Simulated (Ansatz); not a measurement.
HBr:

```
Br H
1.0
     0.00000    2.82000    3.03150
     2.77750    0.00000    3.03150
     2.77750    2.82000    0.00000
Br H
1 1
Cartesian
  2.7775 2.8200 3.0315
  0.0000 0.0000 0.0000
```

| Item | Value |
| --- | --- |
| Program | Ansatz 0.2.0 |
| Task | relaxation of cell and atoms |
| Functional | PBEsol |
| Dispersion | D3(BJ) |
| Potentials or basis | Ansatz PAW |
| Cutoff | 420 eV (not typed: the program's choice for these potentials) |
| k mesh | 8 × 8 × 8 |
| Occupations | fermi-dirac, width 0.05 eV |
| Spin | no spin polarisation |

At the start: volume 23.74 Å³/atom.

**Question.** How do energy, volume and symmetry change on relaxing?

**Answer.** It ends after 21 steps and the volume is 20.61 Å³/atom (-13.2 %); space group I4/mmm (No. 139, to 0.05 Å).

The path:
```
step  energy change (eV)  largest force (eV/Å)  volume (Å³)
   1              0.0000                0.0000        47.49
   2             -0.3400                0.0000        42.09
   3             -0.6489                0.0000        37.64
   4             -0.9118                0.0000        34.09
   5             -1.1247                0.0000        31.27
   6             -1.3042                0.0000        29.60
   7             -1.5154                0.0000        28.13
   8             -1.7418                0.0000        26.98
   9             -1.9453                0.0000        27.20
  10             -2.0516                0.0000        29.51
  11             -2.1221                0.0000        31.56
  12             -2.1647                0.0000        34.08
  13             -2.1984                0.0000        36.64
  14             -2.2094                0.0000        38.79
  15             -2.2100                0.0000        39.13
  16             -2.2101                0.0000        39.13
  17             -2.2195                0.0000        39.13
  18             -2.2215                0.0000        40.17
  19             -2.2220                0.0000        41.05
  20             -2.2219                0.0000        41.22
  21             -2.2227                0.0000        41.22
```

Final structure:
```
Br H
1.0
     0.00000    3.51357    3.51631
     1.66831    0.00000    3.51631
     1.66831    3.51357    0.00000
Br H
1 1
Direct
  0.50000 0.50000 0.50000
  0.00000 0.00000 0.00000
```

Caveat: the plane-wave basis is chosen anew once the cell has moved, so the energies of steps on either side of that aren't comparable; the PAW data sets come from PBE, with cores solved anew for the run's functional, which leaves a small shift of forces and pressure.
